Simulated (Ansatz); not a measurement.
SnSe₂, CdCl2 type (r2SCAN+rVV10 geometry), in Ansatz:

Space group R-3m:H (No. 166). a = 3.825 Å, b = 3.825 Å, c = 19.005 Å, α = 90.00°, β = 90.00°, γ = 120.00°

| atom | site | symmetry | x | y | z |
| --- | --- | --- | --- | --- | --- |
| Sn | 3a | -3m | 0.0000 | 0.0000 | 0.0000 |
| Se | 6c | 3m | 0.3333 | 0.6667 | 0.9172 |

G0W0@PBE with 301 empty bands, a screening cutoff of 140 eV and a 4×4×4 mesh (PAW, contour deformation) gives 0.956 eV over the mesh points, from a PBE gap of 0.409 eV; it sums over 324 bands with 325 plane waves in the screening and a wave cutoff of 420 eV. The G0W0 figures hold for the stated bands, cutoff and mesh and aren't extrapolated. These are computed values for a spin-unpolarised cell that may be hypothetical; none is a measurement.

**Question.** Estimate the gap with empty bands 130, screening cutoff 80 eV.

**Answer.** 0.921 eV (-0.035 eV), from a Kohn-Sham gap of 0.409 eV.

**Question.** Estimate the gap with mesh 6×6×6, empty bands 130, screening cutoff 80 eV.

**Answer.** 0.864 eV (-0.092 eV), from a Kohn-Sham gap of 0.308 eV.

No spin-orbit coupling is included; it can move band edges with weight on the heavy atoms by tenths of an eV.
